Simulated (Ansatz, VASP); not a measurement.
# NaCl in VASP and in Ansatz

Contents of INCAR:

```
PREC     = Accurate       # precision mode
ENCUT    = 520            # plane-wave cutoff, eV
EDIFF    = 1E-6           # SCF threshold, eV
ISMEAR   = 0              # smearing method
SIGMA    = 0.01           # smearing width, eV
LREAL    = F              # projectors in reciprocal space
LASPH    = T              # aspherical terms in the spheres
NELM     = 60             # most SCF steps
ALGO     = Normal         # electronic algorithm
ISIF     = 2              # what is computed and relaxed
LWAVE    = F              # write WAVECAR
LCHARG   = F              # write CHGCAR
NBANDS   = 14             # bands
```

KPOINTS

```
regular mesh
0
Gamma
  8 8 8
```

POSCAR

```
NaCl
1.0
    2.5969403387      2.5969403387      0.0000000000
   -2.5969403387      2.5969403387      0.0000000000
    0.0000000000      2.5969403387      2.5969403387
Na Cl
1 1
Direct
    0.0000000000      0.0000000000      0.0000000000
    0.5000000000      0.5000000000      0.0000000000
```

Input for Ansatz:

```yaml
crystal:
  lattice:
    - [2.59694033867, 2.59694033867, 0.0]
    - [-2.59694033867, 2.59694033867, 0.0]
    - [0.0, 2.59694033867, 2.59694033867]
  atoms:
    - { symbol: Na, position: [0.0, 0.0, 0.0] }
    - { symbol: Cl, position: [0.5, 0.5, 0.0] }
kpoints:
  mp_grid: { grid: [8, 8, 8] }
scf:
  occupations: { method: fixed }
  convergence: { dr2_threshold: 1.0e-10 }
hamiltonian:
  xc: lda
  pseudopotentials: { kind: all_electron, lapw: { basis_error: 0.0005 } }
output:
  forces: true
  stress: true
  eigenstates:
    kpoints:
      - [0.0, 0.0, 0.0]
      - [-0.5, -0.5, -0.5]
      - [-0.5, 0.5, 0.0]
      - [0.0, 0.0, -0.5]
      - [0.0, -0.5, -0.5]
      - [0.0, 0.5, 0.0]
      - [-0.5, 0.0, 0.0]
      - [-0.5, 0.0, -0.5]
  eigenvalues: true
```

Alike in both runs: task single point; functional LDA; k mesh 8 × 8 × 8; no spin polarisation.

|  | VASP | Ansatz |
| --- | --- | --- |
| version | VASP 6.6.1 | Ansatz 0.2.0 |
| potentials or method | VASP PAW LDA potentials, release 64 (Na_pv, Cl) | all-electron LAPW, scalar-relativistic |
| plane-wave cutoff (eV) | 520 | see its input |
| occupations | gaussian, width 0.01 eV | fixed |

|  | VASP | Ansatz | Ansatz less VASP |
| --- | --- | --- | --- |
| gap on the k mesh at the Fermi level (eV) | 5.83 | 5.82 | -0.007 |
| pressure (GPa) | 7.1 | 7.0 | -0.06 |

Ansatz ran all-electron here, so the differences hold the error of VASP's frozen core and of both bases.
